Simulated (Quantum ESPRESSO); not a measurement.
# Cost and result for the electronic dielectric constant of MgO

Symmetry: Fm-3m, No. 225, cubic system. The conventional cell has a = 4.194 Å, b = 4.194 Å, c = 4.194 Å, α = 90.00°, β = 90.00°, γ = 90.00°. Around Mg (site symmetry m-3m) lie 6 O at 2.10 Å. O (site symmetry m-3m) has 6 Mg at 2.10 Å as nearest neighbours.

```csv
rung,level,program and potentials,cutoff (eV),k mesh,task,core time,chip,electronic dielectric constant,miss,notes
GGA,PBEsol,"Quantum ESPRESSO, GBRV 1.5 PBEsol",612,"6 × 6 × 6, shifted",phonons,1.9 min,Intel Xeon Platinum 8375C Ice Lake,3.25,+9.8 %,cell relaxed first (9.36 Å³/atom)
LDA,LDA,"Quantum ESPRESSO, GBRV 1.5 LDA",612,"6 × 6 × 6, shifted",phonons,1.9 min,Intel Xeon Platinum 8375C Ice Lake,3.19,+7.8 %,cell relaxed first (9.01 Å³/atom)
GGA,revPBE,"Quantum ESPRESSO, GBRV 1.5 PBE",612,"6 × 6 × 6, shifted",phonons,2.2 min,Intel Xeon Platinum 8375C Ice Lake,3.23,+9.1 %,potentials made for PBE; cell relaxed first (9.85 Å³/atom)
GGA,PBE,"Quantum ESPRESSO, PseudoDojo 0.4.1 SR PBE standard",1143,"8 × 8 × 8, shifted",dielectric tensor,3.1 min,Arm Neoverse V1,3.18,+7.4 %,-
GGA,PBEsol,"Quantum ESPRESSO, PseudoDojo 0.4.1 SR PBEsol standard",1143,"8 × 8 × 8, shifted",dielectric tensor,3.1 min,Arm Neoverse V1,(a),?,-
GGA,WC,"Quantum ESPRESSO, PseudoDojo 0.4.1 SR PBE standard",1143,"8 × 8 × 8, shifted",dielectric tensor,3.1 min,Arm Neoverse V1,3.21,+8.4 %,potentials made for PBE
GGA,BLYP,"Quantum ESPRESSO, PseudoDojo 0.4.1 SR PBE standard",1143,"8 × 8 × 8, shifted",dielectric tensor,3.3 min,Arm Neoverse V1,3.09,+4.4 %,potentials made for PBE
GGA,PBEsol,"Quantum ESPRESSO, GBRV 1.5 PBEsol",612,"4 × 4 × 4, shifted",phonon dispersion,14 min,Arm Neoverse V1,3.24,+9.5 %,coarse mesh; cell relaxed first (9.36 Å³/atom)
LDA,LDA,"Quantum ESPRESSO, GBRV 1.5 LDA",612,"4 × 4 × 4, shifted",phonon dispersion,14 min,Arm Neoverse V1,3.19,+7.8 %,coarse mesh; cell relaxed first (9.01 Å³/atom)
```

Times are single runs on shared hosts and different chips, so they are rough; meshes, cutoffs and the tasks' sizes weigh on the time. All rows: no spin polarisation. Meshes differ between rows, which moves values too. All levels ran on this one cell, unrelaxed unless noted. Meshes are those of the run's cell of 2 atoms unless a note names another. Misses use the values as printed. Runs on faulty files, with rough fits or with known faults for this quantity aren't shown. No row holds spin-orbit coupling.

Measured: 2.96 (a printed reference work). The runs are for a static lattice.

Estimate the value left out from the other rows.

(a) 3.22, miss +8.8 %.
